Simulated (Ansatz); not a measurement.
Levels of theory for ScAlN₂ (ordering on rocksalt)

All numbers come from the PAW code Ansatz. The calculation is spin-unpolarised, and the structure need not be a phase that has been made.

The cell is ScAlN₂ as one 4-atom ordering (P4/mmm) on the rocksalt lattice; cell and atoms were relaxed with r2SCAN. It is tetragonal, P4/mmm (No. 123); a = 3.045 Å, c = 4.319 Å in the conventional setting, 10.01 Å³ an atom. Sc has 6 N at 2.15–2.16 Å; N has 4 Al at 2.15 Å and 2 Sc at 2.16 Å; Al has 6 N at 2.15–2.16 Å; N has 4 Sc at 2.15 Å and 2 Al at 2.16 Å.

Relaxed lattice by functional, symmetry kept:
```json
{"functional": "PBE", "k mesh": "8×8×6", "a (Å)": "3.060", "c (Å)": "4.346", "volume (Å³/atom)": "10.17"}
{"functional": "r2SCAN", "k mesh": "8×8×6", "a (Å)": "3.045", "c (Å)": "4.319", "volume (Å³/atom)": "10.01"}
```

Band edges at fixed r2SCAN geometry:
```
 level  k mesh  gap (eV)    kind  edges  least direct gap (eV)        rough cost
   PBE   8×8×6      0.71  direct      Γ                   0.71    4 core-seconds
r2SCAN   8×8×6      1.13  direct      Γ                   1.13    7 core-seconds
 HSE06   6×6×4      1.84  direct      Γ                   1.84  110 core-seconds
  PBE0   6×6×4      2.53  direct      Γ                   2.53  110 core-seconds
```
PBE: smearing of 0.02 eV; the others have fixed occupations.
Wave cutoffs: 420 eV, 500 eV (r2SCAN).
Costs come from shared machines and give only the order; PBE's includes the band path.

HSE06 gives a direct gap of 1.84 eV at Γ. With r2SCAN, at Γ the top three valence levels group as 2+1 from the top, spread over 43 meV.

r2SCAN covers 37 % of the step from PBE to HSE06, while HSE06 needs about 16 times r2SCAN's cost (on a coarser mesh). Among these functionals the gap stays direct.

The meshes of the hybrids are coarse, so their gaps aren't converged to the digits shown.

The splittings at Γ are without spin-orbit coupling, which regroups them where it is of like size or larger.
